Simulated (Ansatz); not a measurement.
Zone-centre phonons of BN: input and output

The calculation used Ansatz 0.2.0, DFT PBE, scalar-relativistic, plane waves, PAW.

Launched with:
```bash
ansatz run input.yaml --threads 1 --pin off --max-ram 3072MiB --backend cpu --events-out ev --progress --plain --runs-dir out
```

Input (bare energies are in eV):
```yaml
crystal:
  lattice:
    - [0.0, 4.3064692998, 2.1754626848]
    - [1.2561058755, 0.0, 2.1754626848]
    - [1.2561058755, 4.3064692998, 0.0]
  atoms:
    - { symbol: B, position: [2.2954e-05, 2.2954e-05, 0.999977046] }
    - { symbol: "N", position: [0.666677036, 0.666677036, 0.333322964] }
basis:
  ecutwfc: 420
kpoints:
  mp_grid: { grid: [12, 12, 12] }
hamiltonian:
  xc: pbe
scf:
  occupations: { method: fixed }
output:
  eigenvalues: true
phonons:
  method: dfpt
  dielectric: true
  rigid_motions: translations
  eigenvectors: true
```

Results section of the output:
```
--- Phonons (Γ-DFPT): 6 representative perturbations + reference, on 868 of 1728 k-points (Σ response iterations 18) ---
  ASR residual: 7.573e-5 → 0.000e0 eV/Å²; symmetrization residual: 6.746e-7 eV/Å²
  The last average, over the group as it would stand without the narrowing to the FFT grids, took up to 1.291e-7 eV/Å² of the zone centre's force constants
  ASR residual per site (eV/Å²): 7.57e-5 3.09e-5
  Γ frequencies (cm⁻¹): 0.00 0.00 0.00 776.36 1342.29 1342.32
  ε∞ (high-frequency dielectric tensor):
        3.927215    -0.000000     0.000000
       -0.000000     1.938883     0.000000
       -0.000000     0.000000     3.928938
  ε⁰ (static dielectric tensor: ions relaxed, cell fixed):
        5.329638    -0.000000    -0.000000
       -0.000000     2.062883     0.000000
       -0.000000     0.000000     5.330979
  ε⁰ − ε∞ (ionic part):
        1.402423    -0.000000    -0.000000
       -0.000000     0.124000     0.000000
       -0.000000     0.000000     1.402041
  softest optical mode at Γ: 776.36 cm⁻¹; the repairs (sum rule, projections) moved no ω² at Γ by more than (1.42 cm⁻¹)²
  Born effective charges Z* (e; rows j = field, columns β = displacement):
    site 0:
         2.71556   -0.00000   -0.00000
        -0.00000    0.46702    0.00000
        -0.00000    0.00000    2.71513
    site 1:
        -2.71556    0.00000    0.00000
         0.00000   -0.46702   -0.00000
         0.00000   -0.00000   -2.71513
  Z* charge neutrality: 1.889e-5 e pre-enforcement
  k-mesh period / interband length: 30.1 Å / 1.35 Å = 22.31 at k = (0.0000, -0.5000, -0.5000), direct gap 5.475 eV — 14 or more, which is no proof of convergence
  optical modes at Γ without the LO–TO term, one row a degenerate level:
      ω (cm⁻¹) modes IR ((D/Å)²/amu)
        776.36      1             0.8247
       1342.29      1            27.8755
       1342.32      1            27.8842
  optical modes at Γ + LO–TO along q̂ = [1.0000, 0.0000, 0.0000]:
      ω (cm⁻¹) modes IR ((D/Å)²/amu)
        776.36      1             0.8247
       1342.29      1            27.8755
       1563.73      1            27.8842
  optical modes at Γ + LO–TO along q̂ = [0.0000, 1.0000, 0.0000]:
      ω (cm⁻¹) modes IR ((D/Å)²/amu)
        800.80      1             0.8247
       1342.29      1            27.8755
       1342.32      1            27.8842
  optical modes at Γ + LO–TO along q̂ = [0.0000, 0.0000, 1.0000]:
      ω (cm⁻¹) modes IR ((D/Å)²/amu)
        776.36      1             0.8247
       1342.32      1            27.8842
       1563.55      1            27.8755
```

It took 65 s on 1 thread of AMD EPYC 9R45 96-Core Processor (Zen 5) (shared host), peak memory 0.89 GiB.

The crystal is built of layers and no dispersion correction was added, so the binding between them is poorly described, and with it their spacing and whatever depends on it.

This form isn't the usual stable structure of the compound.